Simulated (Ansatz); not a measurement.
Set up this calculation in Ansatz 0.2.0, as the native input.

```
Task                : band structure
Functional          : BLYP
Potentials or basis : all-electron LAPW, scalar-relativistic
Cutoff              : 185 eV (chosen from the basis error)
Basis error allowed : 0.001 eV/atom
k mesh              : 7 × 7 × 7
Occupations         : fermi-dirac, width 0.05 eV
Spin                : no spin polarisation
```

The system is SnTe.

```xyz
2
Lattice="0.0000 3.1509 3.1509 3.1509 0.0000 3.1509 3.1509 3.1509 0.0000" Properties=species:S:1:pos:R:3 pbc="T T T"
Te    3.1509    3.1509    3.1509
Sn    0.0000    0.0000    0.0000
```

One way to write it, as run:

input.yaml

```yaml
crystal:
  lattice:
    - [0.0, 3.15085, 3.15085]
    - [3.15085, 0.0, 3.15085]
    - [3.15085, 3.15085, 0.0]
  atoms:
    - { symbol: Te, position: [0.5, 0.5, 0.5] }
    - { symbol: Sn, position: [0.0, 0.0, 0.0] }
kpoints:
  mp_grid: { grid: [7, 7, 7] }
  band_path:
    path:
      - [0.0, 0.0, 0.0]
      - [0.5, 0.0, 0.5]
      - [0.5, 0.25, 0.75]
      - [0.375, 0.375, 0.75]
      - [0.0, 0.0, 0.0]
      - [0.5, 0.5, 0.5]
      - [0.625, 0.25, 0.625]
      - [0.5, 0.25, 0.75]
    npoints: 12
scf:
  occupations: { method: fermi_dirac, width: 0.05 }
hamiltonian:
  xc: blyp
  pseudopotentials: { kind: all_electron, lapw: { basis_error: 0.001 } }
output:
  forces: true
  stress: true
  eigenvalues: true
```

Potentials or basis: all-electron LAPW, scalar-relativistic.

The run is started by

```sh
$ ansatz run input.yaml --threads 1 --pin off --max-ram 3072MiB --backend cpu --events-out ev --progress --plain --runs-dir out
```

Results of the run:

* Pressure: 6.1 GPa
* Band gap along the path: 0.07 eV, direct

Caveat: this odd mesh misses L, where the gap lies, so gap, dielectric constants and Born charges aren't listed; spin-orbit coupling is left out, which moves the levels of the heavy elements.

It took 13 s on 1 thread of Arm Neoverse V1 (shared host), peak memory 0.27 GiB.
